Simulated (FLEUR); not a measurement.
Runs of FLEUR MaX-R8.1 (later development tree) on AgCl (Chlorargyrite). The structure is cubic, space group Fm-3m (No. 225). The conventional cell has a = 5.470 Å, b = 5.470 Å, c = 5.470 Å, α = 90.00°, β = 90.00°, γ = 90.00°. Ag (site symmetry m-3m) has 6 Cl at 2.73 Å as nearest neighbours. Cl (site symmetry m-3m) has 6 Ag at 2.73 Å as nearest neighbours. 

| task | level | gmax | muffin-tin radii | lmax | lnonsphr | max iterations | kmax | gap on the mesh (eV) | V0 of scaled cells (Å³/atom) | B0 (GPa) |
| --- | --- | --- | --- | --- | --- | --- | --- | --- | --- | --- |
| equation of state | PBEsol | 15.3 1/bohr | Ag 2.65, Cl 1.99 bohr | Ag 10, Cl 8 | Ag 10, Cl 8 | - | 4.92 1/bohr | - | (c) | 57 |
| band structure | r2SCAN | 14.8 1/bohr | Ag 2.66, Cl 2.05 bohr | Ag 10, Cl 8 | Ag 10, Cl 8 | 80 | 4.78 1/bohr | 1.50 | - | - |
| single point | PBE | 15.3 1/bohr | Ag 2.65, Cl 1.99 bohr | Ag 11, Cl 8 | - | 60 | 4.92 1/bohr | (b) | - | - |
| equation of state | AM05 | 15.3 1/bohr | Ag 2.65, Cl 1.99 bohr | Ag 11, Cl 8 | - | - | 4.92 1/bohr | - | 20.66 | (a) |
| equation of state | r2SCAN | 15.3 1/bohr | Ag 2.65, Cl 1.99 bohr | Ag 10, Cl 8 | Ag 10, Cl 8 | - | 4.92 1/bohr | - | 21.34 | 50 |
| band structure | LDA | 14.8 1/bohr | Ag 2.66, Cl 2.05 bohr | Ag 11, Cl 8 | - | 60 | 4.78 1/bohr | 0.62 | - | - |
| band structure | PBEsol | 14.8 1/bohr | Ag 2.66, Cl 2.05 bohr | Ag 10, Cl 8 | Ag 10, Cl 8 | 60 | 4.78 1/bohr | 0.73 | - | - |
| band structure | RPBE | 14.8 1/bohr | Ag 2.66, Cl 2.05 bohr | Ag 11, Cl 8 | - | 60 | 4.78 1/bohr | 1.26 | - | - |

Alike in all rows: potentials or basis all-electron, FLAPW; no spin polarisation; cell as given; k mesh 8 × 8 × 8; smearing fermi-dirac 0.05 eV.

Q: Fill in the values left out.

A: (a) 48; (b) 0.91; (c) 20.22.

Caveats: the meta-GGA is that of a development version, with a GGA for the radial functions and cores and without core tails (some runs).

A k mesh can miss the band edges, and the runs leave out spin-orbit coupling on Ag.

Not every run made on this cell is shown here.
